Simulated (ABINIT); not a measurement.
The system is GaP.

```
Ga P
1.0
     0.00000    2.72525    2.72525
     2.72525    0.00000    2.72525
     2.72525    2.72525    0.00000
Ga P
1 1
Direct
  0.00000 0.00000 0.00000
  0.75000 0.75000 0.75000
```

| Property | Result |
| --- | --- |
| Program | ABINIT 10.8.3 (patched build) |
| Task | relaxation of cell and atoms |
| Functional | PBE |
| Potentials or basis | PseudoDojo NC SR PBE v0.4.1 standard |
| Cutoff | 1088 eV |
| k mesh | 6 × 6 × 6 |
| Occupations | fermi-dirac, width 0.05 eV |
| Spin | no spin polarisation |

At the start: pressure 2.6 GPa; volume 20.24 Å³/atom.

Q: How do energy, volume and symmetry change on relaxing?

A: Over 4 steps the energy falls by 5.3 meV/atom and the volume is 20.90 Å³/atom (+3.2 %); space group F-43m (No. 216, to 0.05 Å).

Step by step:
```tsv
step	energy change (eV)	largest force (eV/Å)	pressure (GPa)	volume (Å³)
1	0.0000	0.0000	2.64	40.48
2	-0.0047	0.0000	1.94	40.81
3	-0.0105	0.0000	0.08	41.75
4	-0.0105	0.0000	0.00	41.79
```

Final structure:
```cif
data_structure
_symmetry_space_group_name_H-M 'P 1'
_symmetry_Int_Tables_number 1
_cell_length_a 3.8953
_cell_length_b 3.8953
_cell_length_c 3.8953
_cell_angle_alpha 60.000
_cell_angle_beta 60.000
_cell_angle_gamma 60.000
_cell_volume 41.79
loop_
_atom_site_label
_atom_site_type_symbol
_atom_site_fract_x
_atom_site_fract_y
_atom_site_fract_z
_atom_site_occupancy
Ga1 Ga 0.00000 0.00000 0.00000 1
P1 P 0.75000 0.75000 0.75000 1
```
